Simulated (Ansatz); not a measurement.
Bi:

```xyz
2
Lattice="2.2675 1.3091 3.9380 -2.2675 1.3091 3.9380 0.0000 -2.6183 3.9380" Properties=species:S:1:pos:R:3 pbc="T T T"
Bi    0.0000    0.0000    9.0495
Bi    0.0000    0.0000    2.7645
```

Base run:

* Program: Ansatz 0.2.0
* Functional: PBE
* Potentials or basis: all-electron PAW datasets made for the crystal
* Cutoff: 260 eV
* Density cutoff: 1040 eV
* k mesh: 7 × 7 × 7
* Occupations: fermi-dirac, width 0.05 eV
* Spin: no spin polarisation

Its results: band gap on the k mesh 0.26 eV, indirect (least direct gap 0.53 eV); pressure 2.1 GPa; largest force 0.201 eV/Å.

Q: The run is repeated on the same cell with these changes: k mesh from 7 × 7 × 7 to 6 × 6 × 6. What comes out?

A: Band gap on the k mesh none (metal or under the smearing width); pressure 2.2 GPa; largest force 0.120 eV/Å.

Caveats: the program warned that the printed levels may be off, so bands, gaps and densities of states are rough (some runs); spin-orbit coupling is left out, which as a rule narrows the gap of such compounds by several tenths of an eV (some runs); an odd mesh through Γ misses points on the zone boundary, where band edges often lie (some runs); the k mesh is thin for a metal, which can move the energy by tens of meV per atom (some runs); spin-orbit coupling is left out, which moves the levels of the heavy elements (some runs).

Not every run made on this cell is shown here.
